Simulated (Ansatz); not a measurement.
Wanted: the native input for an Ansatz 0.2.0 run.

```
Task                : single point
Functional          : PBE
Potentials or basis : Ansatz PAW
Cutoff              : 420 eV (not typed: the program's choice for these potentials)
k mesh              : 10 × 10 × 10
Occupations         : gaussian, width 0.016 eV
Spin                : no spin polarisation
```

Crystal: In.

```xyz
1
Lattice="-1.8825 1.8825 1.8825 1.8825 -1.8825 1.8825 1.8825 1.8825 -1.8825" Properties=species:S:1:pos:R:3 pbc="T T T"
In    0.0000    0.0000    0.0000
```

This isn't the form of In at room conditions, which is tetragonal.

The input as run:

input.yaml

```yaml
crystal:
  lattice:
    - [-1.88252524, 1.88252524, 1.88252524]
    - [1.88252524, -1.88252524, 1.88252524]
    - [1.88252524, 1.88252524, -1.88252524]
  atoms:
    - { symbol: In, position: [0.0, 0.0, 0.0] }
hamiltonian:
  xc: pbe
  pseudopotentials: { kind: paw }
kpoints:
  mp_grid: { grid: [10, 10, 10] }
scf:
  occupations: { method: gaussian, width: 0.016 }
output:
  forces: true
  stress: true
  eigenvalues: true
  write_density: true
  write_potential: true
  elf: true
  volumetric_format: npy
```

Potentials or basis: Ansatz PAW.

Launch:

```bash
$ ansatz run input.yaml --threads 2 --pin off --max-ram 5632MiB --backend cpu --events-out ev --progress --plain --runs-dir out
```

It gave:

```yaml
Pressure: 1.5 GPa
Band_gap_on_the_k_mesh: none (metal or under the smearing width)
```

It took 0.81 s on 2 threads of Arm Neoverse V1 (shared host), peak memory 0.27 GiB.
